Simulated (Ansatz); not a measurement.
# B12HN12: the cost of one run

Program: Ansatz 0.2.0. Level of theory: DFT PBE+D3(BJ), scalar-relativistic, plane waves, PAW. These are calculated values, not measurements.

2 further runs of the same task are left out: 2 set aside as unsound or not needed.

### Step 1. The structure to begin with

Symmetry: Fmm2, No. 42, orthorhombic system. Conventional cell: a = 2.508 Å, b = 6.679 Å, c = 4.338 Å, α = 90.00°, β = 90.00°, γ = 90.00°. Around B (site symmetry mm2) lie 3 N at 1.45 Å. Around N (site symmetry mm2) lie 3 B at 1.45 Å.

Structure file:

```
CELL_PARAMETERS angstrom
0.00000 3.33948 2.16883
1.25384 0.00000 2.16883
1.25384 3.33948 0.00000
ATOMIC_POSITIONS crystal
B 0.00011 0.00011 0.99989
N 0.66659 0.66659 0.33341
```

It goes back to an entry of the Materials Project, which need not be the stable form.

This cell was relaxed beforehand with the same method: volume 9.08 Å³/atom, gap on the mesh 3.66 eV.

### Step 2. Relaxing the first end

The supercell's rows are 0 -2 -1; -1 3 0; 3 -1 -2 in vectors of the relaxed cell. Atom 25 is the H that will move.

The input, input.yaml:

```yaml
crystal:
  lattice:
    - [-3.7615274009, -3.3394822066, -4.3376638254]
    - [3.7615274009, -3.3394822066, 4.3376638254]
    - [-3.7615274009, 3.3394822066, 4.3376638254]
  atoms:
    - { symbol: B, position: [0.1666666667, 0.7500534369, 0.9167201036] }
    - { symbol: B, position: [1.0, 5.34369e-05, 5.34369e-05] }
    - { symbol: B, position: [0.3333333333, 0.5000534369, 0.8333867702] }
    - { symbol: B, position: [0.8333333333, 0.2500534369, 0.0833867702] }
    - { symbol: B, position: [0.6666666667, 0.5000534369, 0.1667201036] }
    - { symbol: B, position: [0.1666666667, 0.2500534369, 0.4167201036] }
    - { symbol: B, position: [0.5, 0.7500534369, 0.2500534369] }
    - { symbol: B, position: [0.3333333333, 5.34369e-05, 0.3333867702] }
    - { symbol: B, position: [1.0, 0.5000534369, 0.5000534369] }
    - { symbol: B, position: [0.8333333333, 0.7500534369, 0.5833867702] }
    - { symbol: B, position: [0.6666666667, 5.34369e-05, 0.6667201036] }
    - { symbol: B, position: [0.5, 0.2500534369, 0.7500534369] }
    - { symbol: "N", position: [0.1666666667, 0.0832965581, 0.2499632248] }
    - { symbol: "N", position: [1.0, 0.3332965581, 0.3332965581] }
    - { symbol: "N", position: [0.3333333333, 0.8332965581, 0.1666298914] }
    - { symbol: "N", position: [0.8333333333, 0.5832965581, 0.4166298914] }
    - { symbol: "N", position: [0.6666666667, 0.8332965581, 0.4999632248] }
    - { symbol: "N", position: [0.1666666667, 0.5832965581, 0.7499632248] }
    - { symbol: "N", position: [0.5, 0.0832965581, 0.5832965581] }
    - { symbol: "N", position: [0.3333333333, 0.3332965581, 0.6666298914] }
    - { symbol: "N", position: [1.0, 0.8332965581, 0.8332965581] }
    - { symbol: "N", position: [0.8333333333, 0.0832965581, 0.9166298914] }
    - { symbol: "N", position: [0.6666666667, 0.3332965581, 0.9999632248] }
    - { symbol: "N", position: [0.5, 0.5832965581, 0.0832965581] }
    - { symbol: H, position: [0.6672114687, 0.8982269695, 0.0896992941] }
total_charge: 1
basis:
  ecutwfc: 420
  xc_grid: 2
kpoints:
  mp_grid: { grid: [2, 2, 2], shift: [0.5, 0.5, 0.5] }
hamiltonian:
  xc: pbe
  dispersion: d3bj
scf:
  occupations: { method: gaussian, width: 0.02 }
output:
  forces: true
  stress: false
  eigenvalues: true
relax:
  adjacent_minimum: "off"
  f_tol: 0.02
  max_steps: 60
```

Started as:

```
> ansatz run input.yaml --threads 4 --pin off --max-ram 8192MiB --backend cpu --events-out ev --progress --plain --runs-dir out
```

**Question.** How long does this run take on 4 threads of Arm Neoverse V2, shared host, and how much memory does it need?

About 21 s, with a peak of 0.59 GiB.
